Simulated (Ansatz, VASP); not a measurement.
# BAs: VASP beside Ansatz

POSCAR

```
BAs
1.0
    0.0000000000      2.3885000000      2.3885000000
    2.3885000000      0.0000000000      2.3885000000
    2.3885000000      2.3885000000      0.0000000000
As B
1 1
Direct
    0.7500000000      0.7500000000      0.7500000000
    0.0000000000      0.0000000000      0.0000000000
```

The input INCAR.step1:

```
SYSTEM = BAs
PREC = Accurate ; ENCUT = 520
EDIFF = 1E-5 ; ISMEAR = -1
SIGMA = 0.05 ; LREAL = .FALSE.
LASPH = .TRUE. ; NELM = 60
ALGO = Normal ; ISIF = 2
LWAVE = .TRUE. ; LCHARG = .FALSE.
NBANDS = 11 ; GGA = PE
```

INCAR.step2

```
SYSTEM = BAs
PREC = Accurate ; ENCUT = 520
EDIFF = 1E-7 ; ISMEAR = -1
SIGMA = 0.05 ; LREAL = .FALSE.
LASPH = .TRUE. ; NELM = 60
ALGO = Normal ; ISIF = 2
LWAVE = .FALSE. ; LCHARG = .FALSE.
GGA = PE ; LHFCALC = .TRUE.
HFSCREEN = 0.15 ; AEXX = 0.25
PRECFOCK = Fast ; NBANDS = 11
ISTART = 1
```

The input KPOINTS:

```
regular mesh
0
G
  5 5 5
  0 0 0
```

input.yaml

```yaml
crystal:
  lattice:
    - [0.0, 2.3885, 2.3885]
    - [2.3885, 0.0, 2.3885]
    - [2.3885, 2.3885, 0.0]
  atoms:
    - { symbol: As, position: [0.75, 0.75, 0.75] }
    - { symbol: B, position: [0.0, 0.0, 0.0] }
hamiltonian:
  xc:
    exchange: pbe
    correlation: pbe
    exx: { coeff: 0.25, omega: 0.15 }
  pseudopotentials: { kind: paw }
kpoints:
  mp_grid: { grid: [5, 5, 5] }
scf:
  occupations: { method: fermi_dirac, width: 0.05 }
output:
  forces: true
  stress: true
  eigenvalues: true
```

Alike in both runs: task single point; functional HSE(alpha, omega); k mesh 5 × 5 × 5; occupations fermi-dirac, width 0.05 eV; no spin polarisation.

|  | VASP | Ansatz |
| --- | --- | --- |
| version | VASP 6.6.1 | Ansatz 0.2.0 |
| potentials or method | VASP PAW PBE potentials, release 64 (As, B) | Ansatz PAW |
| plane-wave cutoff (eV) | 520 | 420 |
| valence electrons in the cell | 8 | 18 |

Ansatz gave:

| Property | Result |
| --- | --- |
| gap on the k mesh at the Fermi level (eV) | 1.98 |
| least direct gap on the mesh (eV) | 4.27 |
| pressure (GPa) | -0.5 |

Problem. Which values does VASP return?

Solution. gap on the k mesh at the Fermi level (eV): 2.00; least direct gap on the mesh (eV): 4.27; pressure (GPa): -0.6.

The two sets of potentials don't hold the same shells in valence.

Caveats: the k mesh is coarse (spacing up to 0.46 Å⁻¹), so the values aren't converged, least of all with exact exchange; the PAW data sets were made with another functional, which shifts forces and pressure a little (VASP); an odd mesh through Γ misses points on the zone boundary, where band edges often lie (VASP); odd divisions of the mesh miss points on the zone boundary, where band edges often lie, so the gap on the mesh can be too wide (Ansatz); the PAW data sets come from PBE, with cores solved anew for the run's functional, which leaves a small shift of forces and pressure (Ansatz); the thresholds are loose for stress (Ansatz).
